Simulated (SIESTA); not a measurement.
**TiO2 under changes of volume**

One of the cells (9.704 Å³/atom); the others are scaled copies at fixed shape and fractional positions:

```xyz
12
Lattice="4.8127 0.0000 0.0000 0.0000 4.8719 0.0000 -0.8629 0.0000 4.9666" Properties=species:S:1:pos:R:3 pbc="T T T"
Ti    1.1513    0.2573    1.0586
Ti    3.2300    2.6932    1.4247
Ti    2.7985    4.6146    3.9080
Ti    0.7198    2.1787    3.5419
O    -0.4276    0.8622    4.2293
O     3.9459    3.2981    3.2206
O     4.3774    4.0097    0.7373
O     0.0039    1.5738    1.7460
O     1.7406    3.6911    2.3183
O     2.6406    1.2552    0.1650
O     2.2092    1.1808    2.6483
O     1.3092    3.6167    4.8016
```

The cell comes from a database or a generator and needn't be the stable form of this composition.

* Program: SIESTA 5.4.2
* Functional: PBEsol
* Potentials or basis: PseudoDojo 0.4 standard (PBEsol files)
* Basis: DZP (energy shift 0.003 Ry; two zetas on semicore shells)
* Grid cutoff: 800 Ry
* Energy shift: 0.003 Ry
* k mesh: 4 × 4 × 4
* Occupations: fermi-dirac, width 0.05 eV
* Spin: no spin polarisation

```tsv
volume (Å³/atom)	energy over the lowest point (meV/atom)	pressure (GPa)	gap on the mesh (eV)	largest force (eV/Å)
9.122	29.81	17.8	2.31	0.532
9.316	12.40	11.1	2.27	0.382
9.510	?	?	?	?
9.704	0.00	-0.4	2.17	0.167
9.898	3.53	-5.3	2.11	0.149
10.092	12.67	-9.7	2.06	0.199
```

Problem. What does the run at 9.510 Å³/atom give?

Solution. Energy over the lowest point 2.73 meV/atom; pressure 5.0 GPa; gap on the mesh 2.22 eV; largest force 0.252 eV/Å.

Worked out: A Birch-Murnaghan fit of order 3 (a polynomial in V^(-2/3)) to the other rows has its minimum at 9.69 Å³/atom with B0 = V·E''(V) = 260 GPa and B' = 4.3 at fixed shape and positions, which overstates the stiffness. It gives 2.73 meV/atom at 9.510 Å³/atom, against the run's 2.73, and -dE/dV = 5.0 GPa, against 5.0. A straight line through the other rows of the gap, of slope -2.5 eV per unit of ln V, gives 2.21 eV, against the run's 2.22.

Energies are extrapolated to zero smearing.

Caveats: the basis of atomic orbitals isn't converged, which shifts pressures, moduli and gaps.

A mesh can miss the band edges.
